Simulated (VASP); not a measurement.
V3Si:

```
V Si
1.0
     4.65166    0.00000    0.00000
     0.00000    4.65166    0.00000
     0.00000    0.00000    4.65166
V Si
6 2
Direct
  0.25000 0.00000 0.50000
  0.75000 0.00000 0.50000
  0.00000 0.50000 0.25000
  0.00000 0.50000 0.75000
  0.50000 0.75000 0.00000
  0.50000 0.25000 0.00000
  0.00000 0.00000 0.00000
  0.50000 0.50000 0.50000
```

The cell is a database's computed one.

Base run:

| Quantity | Value |
| --- | --- |
| Program | VASP 6.6.1 |
| Functional | PBEsol |
| Potentials or basis | VASP PAW PBE potentials, release 64 (V_sv, Si) |
| Cutoff | 700 eV |
| k mesh | 8 × 8 × 8 |
| Occupations | gaussian, width 0.1 eV |
| Spin | no spin polarisation |

Its results: band gap on the k mesh none (metal or under the smearing width); pressure 0.0 GPa.

**Question.** The run is repeated on the same cell with these changes: cutoff from 700 eV to 520 eV; occupations from gaussian, width 0.1 eV to gaussian, width 0.5 eV. What comes out?

**Answer.** Band gap on the k mesh none (metal or under the smearing width); pressure 0.7 GPa.

Caveats: the PAW data sets were made with another functional, which shifts forces and pressure a little.
